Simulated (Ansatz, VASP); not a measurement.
**Two plane-wave programs on K**

POSCAR

```
K
1.0
   -2.6105770000      2.6105770000      2.6105770000
    2.6105770000     -2.6105770000      2.6105770000
    2.6105770000      2.6105770000     -2.6105770000
K
1
Direct
    0.0000000000      0.0000000000      0.0000000000
```

Contents of INCAR.step1:

```
SYSTEM = K
PREC = Accurate
ENCUT = 520
ISMEAR = -1
SIGMA = 0.1
LREAL = .FALSE.
LASPH = .TRUE.
NELM = 80
NBANDS = 10
GGA = PE
ALGO = Normal
EDIFF = 1E-4
LWAVE = .TRUE.
LCHARG = .FALSE.
```

INCAR.step2

```
SYSTEM = K
PREC = Accurate
ENCUT = 520
EDIFF = 1E-6
ISMEAR = -1
SIGMA = 0.1
LREAL = .FALSE.
LASPH = .TRUE.
NELM = 80
ALGO = Normal
ISIF = 2
LWAVE = .FALSE.
LCHARG = .TRUE.
METAGGA = R2SCAN
LMIXTAU = .TRUE.
LELF = .TRUE.
LVHAR = .TRUE.
NBANDS = 10
ISTART = 1
```

File KPOINTS:

```
regular mesh
0
G
  5 5 5
  0 0 0
```

Input for Ansatz:

```yaml
crystal:
  lattice:
    - [-2.610577, 2.610577, 2.610577]
    - [2.610577, -2.610577, 2.610577]
    - [2.610577, 2.610577, -2.610577]
  atoms:
    - { symbol: K, position: [0.0, 0.0, 0.0] }
  symmetry: { tolerance: 0.0003 }
kpoints:
  mp_grid: { grid: [5, 5, 5], shift: [0, 0, 0] }
magnetization:
  spin_polarized: false
scf:
  occupations: { method: fermi_dirac }
  mixing: { preconditioner: resta }
hamiltonian:
  pseudopotentials: { kind: paw }
  xc: r2scan
basis:
  ecutwfc: 500
output:
  forces: true
  stress: true
  eigenvalues: true
```

Alike in both runs: task single point; functional r2SCAN; k mesh 5 × 5 × 5; no spin polarisation.

|  | VASP | Ansatz |
| --- | --- | --- |
| version | VASP 6.6.1 | Ansatz 0.2.0 |
| potentials or method | VASP PAW PBE potentials, release 64 (K_sv) | PAW plane waves |
| plane-wave cutoff (eV) | 520 | 500 |
| occupations | fermi-dirac, width 0.1 eV | fermi-dirac |
| valence electrons in the cell | 9 | 9 |

```tsv
	VASP	Ansatz	Ansatz less VASP
gap on the k mesh at the Fermi level (eV)	none	none	-
pressure (GPa)	0.3	0.3	+0.02
```

A gap of «none» marks a metal or a gap that the smearing closes.

Caveats: the PAW data sets were made with another functional, which shifts forces and pressure a little (VASP).
